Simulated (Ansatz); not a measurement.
Take NaCl in the rock salt structure (space group Fm-3m, No. 225; a = 5.6020 Å) as the base.

Computed with PBEsol (Ansatz, a first-principles code, PAW, scalar-relativistic without spin-orbit coupling).

It is then changed as follows: every Cl is replaced by I, then cell and atoms are relaxed.

Measured lattice parameter a: NaCl 5.569 Å (static lattice; corrected from measurement; as listed in Daniel Mejia-Rodriguez, S. B. Trickey, Phys. Rev. B (2018)); NaI 6.409 Å (0 K or low temperature; as listed in Klaus Doll, Hermann Stoll, Phys. Rev. B (1998)).

Q: How well does PBEsol reproduce the measured shift?

A: With PBEsol the lattice parameter a moves by +0.800 Å (5.602 → 6.402) against +0.840 Å measured. The two measured values stand on different bases (one corrected, one not), which blurs small differences.

Whether these cells are dynamically stable was not tested.
